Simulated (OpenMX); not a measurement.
The system is Zn.

```
Zn
1.0
     2.67000    0.00000    0.00000
    -1.33500    2.31229    0.00000
     0.00000    0.00000    4.96600
Zn
2
Direct
  0.66667 0.33333 0.75000
  0.33333 0.66667 0.25000
```

Program: OpenMX 3.8.5. Alike in all runs: task band structure; no spin polarisation; cell as given; k mesh 11 × 11 × 7; smearing fermi-dirac 0.05 eV.

Question: Order these runs on this cell by their pressure, lowest first.
A. level PBE; potentials or basis OpenMX 2013 PBE set, Zn6.0H-s2p2d1, grid cutoff 500 Ry
B. level PBE; potentials or basis OpenMX 2013 PBE set, Zn6.0H-s3p2d2f1, grid cutoff 500 Ry
C. level LDA; potentials or basis OpenMX 2013 LDA set, Zn6.0H-s3p2d2, grid cutoff 500 Ry

Answer: C (-10.0 GPa), B (0.6 GPa), A (3.0 GPa).

Caveats: the basis of atomic orbitals isn't converged, which shifts pressures, moduli and gaps; the transition metal has a single d function, too few for pressures, volumes and moments (some runs).
